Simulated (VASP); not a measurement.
# Bi: relaxation of the cell, by functional

Bi, R-3m (no. 166), 2 atoms in the cell.

| Functional | Volume (A^3) | Pressure left (GPa) | Ionic steps | SCF steps in all | Time (s) |
|---|---|---|---|---|---|
| mPWLYP | 82.861 | 0.00 | 10 | 96 | 187 |
| SOGGA | 68.078 | 0.00 | 10 | 84 | 171 |
| SG4 | 68.497 | 0.00 | 11 | 82 | 160 |
| Slater-PZ | 67.594 | -0.04 | 11 | 80 | 158 |

## Input of the first row

INCAR:
```
SYSTEM = Bi
PREC     = Accurate       ! precision mode
ENCUT    = 600            ! plane-wave cutoff, eV
EDIFF    = 1E-7           ! SCF threshold, eV
ISMEAR   = 1              ! smearing method
SIGMA    = 0.1            ! smearing width, eV
LREAL    = .FALSE.        ! projectors in reciprocal space
LASPH    = .TRUE.         ! aspherical terms in the spheres
ALGO     = Normal         ! electronic algorithm
NELM     = 100            ! most SCF steps
ISIF     = 3              ! what is computed and relaxed
LWAVE    = .FALSE.        ! write WAVECAR
LCHARG   = .FALSE.        ! write CHGCAR
IBRION   = 2              ! ionic algorithm
NSW      = 40             ! ionic steps
EDIFFG   = -0.01          ! ionic threshold
GGA_COMPAT= .FALSE.      
GGA      = LIBXC          ! functional
LIBXC1   = GGA_X_MPW91  
LIBXC2   = GGA_C_LYP     
```

KPOINTS:
```
k-points
0
Gamma
  6 6 6
```

POSCAR:
```
Bi
1.0
    2.2675000000      1.3091417354      3.9380000000
   -2.2675000000      1.3091417354      3.9380000000
    0.0000000000     -2.6182834708      3.9380000000
Bi
2
Direct
    0.7660000000      0.7660000000      0.7660000000
    0.2340000000      0.2340000000      0.2340000000
```

Commands:
```
cat potpaw_PBE.64/Bi_d/POTCAR > POTCAR
mpirun -np 1 vasp_std > vasp.out
```

Changes of the last row against the first:
```
- LIBXC1 = GGA_X_MPW91
- LIBXC2 = GGA_C_LYP
+ LIBXC1 = LDA_X
+ LIBXC2 = LDA_C_PZ
```

VASP 6.6.1 took 187 s on 1 core (Intel Xeon 6975P-C (Granite Rapids)), a shared host.
